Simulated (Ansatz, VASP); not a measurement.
## Two plane-wave programs on ZnSe (Stilleite)

INCAR

```
SYSTEM = ZnSe
ALGO = Normal ; EDIFF = 1E-7
ENCUT = 520 ; GGA = PS
ISIF = 2 ; ISMEAR = -1
IVDW = 12 ; LASPH = .TRUE.
LCHARG = .FALSE. ; LREAL = .FALSE.
LWAVE = .FALSE. ; NBANDS = 16
NELM = 80 ; PREC = Accurate
SIGMA = 0.05
```

File KPOINTS:

```
k-points
0
G
  8 8 8
  0 0 0
```

Contents of POSCAR:

```
ZnSe
1.0
    0.0000000000      2.8338000000      2.8338000000
    2.8338000000      0.0000000000      2.8338000000
    2.8338000000      2.8338000000      0.0000000000
Se Zn
1 1
Direct
    0.7500000000      0.7500000000      0.7500000000
    0.0000000000      0.0000000000      0.0000000000
```

input.yaml

```yaml
crystal:
  lattice:
    - [0.0, 2.8338, 2.8338]
    - [2.8338, 0.0, 2.8338]
    - [2.8338, 2.8338, 0.0]
  atoms:
    - { symbol: Se, position: [0.75, 0.75, 0.75] }
    - { symbol: Zn, position: [0.0, 0.0, 0.0] }
hamiltonian:
  xc: pbesol
  pseudopotentials: { kind: paw }
  dispersion: d3bj
kpoints:
  mp_grid: { grid: [8, 8, 8] }
scf:
  occupations: { method: fermi_dirac, width: 0.05 }
output:
  forces: true
  stress: true
  eigenvalues: true
```

Alike in both runs: task single point; functional PBEsol; dispersion D3(BJ); k mesh 8 × 8 × 8; occupations fermi-dirac, width 0.05 eV; no spin polarisation.

|  | VASP | Ansatz |
| --- | --- | --- |
| version | VASP 6.6.1 | Ansatz 0.2.0 |
| potentials or method | VASP PAW PBE potentials, release 64 (Se, Zn) | Ansatz PAW |
| plane-wave cutoff (eV) | 520 | 420 |
| valence electrons in the cell | 18 | 28 |

VASP gave:

```
gap on the k mesh at the Fermi level (eV) : 1.17
least direct gap on the mesh (eV)         : 1.17
pressure (GPa)                            : -2.8
dispersion energy (meV/atom)              : -284.4
```

Q: What did Ansatz give for the same quantities?

A: gap on the k mesh at the Fermi level (eV): 1.17; least direct gap on the mesh (eV): 1.17; pressure (GPa): -3.1; dispersion energy (meV/atom): -284.5.

The two sets of potentials don't hold the same shells in valence.

Caveats: the PAW data sets were made with another functional, which shifts forces and pressure a little (VASP); the PAW data sets come from PBE, with cores solved anew for the run's functional, which leaves a small shift of forces and pressure (Ansatz).
